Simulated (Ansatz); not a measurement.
# InP: the cost of one run

Computed with Ansatz 0.2.0 (DFT PBEsol, scalar-relativistic, unless a step's input says otherwise).

### Step 1. The system as given

It takes space group Fm-3m (No. 225, cubic). The conventional cell has a = 5.710 Å, b = 5.710 Å, c = 5.710 Å, α = 90.00°, β = 90.00°, γ = 90.00°. In (site symmetry m-3m) is surrounded by 6 P at 2.85 Å. P (site symmetry m-3m) is surrounded by 6 In at 2.85 Å.

As a file:

```
In P
1.0
     0.00000    2.85500    2.85500
     2.85500    0.00000    2.85500
     2.85500    2.85500    0.00000
In P
1 1
Direct
  0.00000 0.00000 0.00000
  0.50000 0.50000 0.50000
```

The geometry is a database entry used as it stands. It may stem from high pressure or temperature, or be incomplete, so it serves as a test cell.

Atoms are numbered in the order of the input: In1, P2.

### Step 2. Volume × 0.94, LAPW

File input.yaml:

```yaml
crystal:
  lattice:
    - [0.0, 2.7967183404, 2.7967183404]
    - [2.7967183404, 0.0, 2.7967183404]
    - [2.7967183404, 2.7967183404, 0.0]
  atoms:
    - { symbol: In, position: [0.0, 0.0, 0.0] }
    - { symbol: P, position: [0.5, 0.5, 0.5] }
kpoints:
  mp_grid: { grid: [11, 11, 11] }
  band_path:
    path:
      - [0.0, 0.0, 0.0]
      - [0.5, 0.0, 0.5]
      - [0.625, 0.25, 0.625]
      - [0.375, 0.375, 0.75]
      - [0.0, 0.0, 0.0]
      - [0.5, 0.5, 0.5]
      - [0.5, 0.25, 0.75]
      - [0.5, 0.0, 0.5]
    npoints: 5
scf:
  occupations: { method: fermi_dirac, width: 0.03 }
hamiltonian:
  xc: pbesol
  pseudopotentials: { kind: all_electron, lapw: { basis_error: 0.00025 } }
output:
  forces: true
  stress: true
  eigenvalues: true
```

The run is started by

```console
$ ansatz run input.yaml --threads 1 --pin off --max-ram 3072MiB --backend cpu --events-out ev --progress --plain --runs-dir out
```

**Question.** How long does this run take on 1 thread of Arm Neoverse V1, shared host, and how much memory does it need?

About 15 s, with a peak of 0.36 GiB.
